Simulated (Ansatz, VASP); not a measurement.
## One calculation of ZnS, two programs

INCAR

```
SYSTEM = ZnS
  PREC = Accurate
  ENCUT = 520
  EDIFF = 1E-6
  ISMEAR = -1
  SIGMA = 0.02
  LREAL = .FALSE.
  LASPH = .TRUE.
  NELM = 100
  ALGO = Fast
  ISIF = 2
  LWAVE = .FALSE.
  LCHARG = .FALSE.
  GGA = PE
  NBANDS = 36
```

KPOINTS

```
regular mesh
0
G
  8 8 8
  0 0 0
```

The input POSCAR:

```
ZnS
1.0
    1.9034643333      1.0989656452      9.3548591394
   -1.9034643333      1.0989656452      9.3548591394
    0.0000000000     -2.1979312904      9.3548591394
Zn S
3 3
Direct
    0.9999752234      0.9999752234      0.9999752234
    0.2222749271      0.2222749271      0.2222749271
    0.4445585037      0.4445585037      0.4445585037
    0.0832701742      0.0832701742      0.0832701742
    0.5278391406      0.5278391406      0.5278391406
    0.3054080311      0.3054080311      0.3054080311
```

Input for Ansatz:

```yaml
crystal:
  lattice:
    - [1.9034643333, 1.0989656452, 9.3548591394]
    - [-1.9034643333, 1.0989656452, 9.3548591394]
    - [0.0, -2.1979312904, 9.3548591394]
  atoms:
    - { symbol: Zn, position: [0.9999752234, 0.9999752234, 0.9999752234] }
    - { symbol: Zn, position: [0.2222749271, 0.2222749271, 0.2222749271] }
    - { symbol: Zn, position: [0.4445585037, 0.4445585037, 0.4445585037] }
    - { symbol: S, position: [0.0832701742, 0.0832701742, 0.0832701742] }
    - { symbol: S, position: [0.5278391406, 0.5278391406, 0.5278391406] }
    - { symbol: S, position: [0.3054080311, 0.3054080311, 0.3054080311] }
kpoints:
  mp_grid: { grid: [8, 8, 8] }
  band_path:
    path:
      - [0.0, 0.0, 0.0]
      - [-0.5, -0.5, -0.5]
      - [-0.5, -0.1758669768, -0.8241330232]
      - [-0.1758669768, 0.1758669768, -0.5]
      - [0.0, 0.0, -0.5]
      - [0.0, 0.3379334884, -0.3379334884]
      - [-0.3379334884, 0.0, -0.6620665116]
      - [-0.5, 0.0, -0.5]
    npoints: 1
hamiltonian:
  xc: pbe
scf:
  occupations: { method: fermi_dirac, width: 0.02 }
  n_extra_bands: 5
output:
  forces: true
  stress: true
  eigenvalues: true
  write_density: true
  write_potential: true
  elf: true
  volumetric_format: npy
```

Measurements of this composition are mostly on another form, of space group No. 216.

Alike in both runs: task single point; functional PBE; k mesh 8 × 8 × 8; occupations fermi-dirac, width 0.02 eV; no spin polarisation.

```csv
,VASP,Ansatz
version,VASP 6.6.1,Ansatz 0.2.0
potentials or method,"VASP PAW PBE potentials, release 64 (Zn, S)","plane waves, PAW"
plane-wave cutoff (eV),520,420
valence electrons in the cell,54,54
```

```tsv
	VASP	Ansatz	Ansatz less VASP
gap on the k mesh at the Fermi level (eV)	2.20	2.19	-0.005
pressure (GPa)	2.6	2.3	-0.31
```

A k mesh can miss the band edges. PBE gaps usually lie below the measured ones, often by a third to a half.
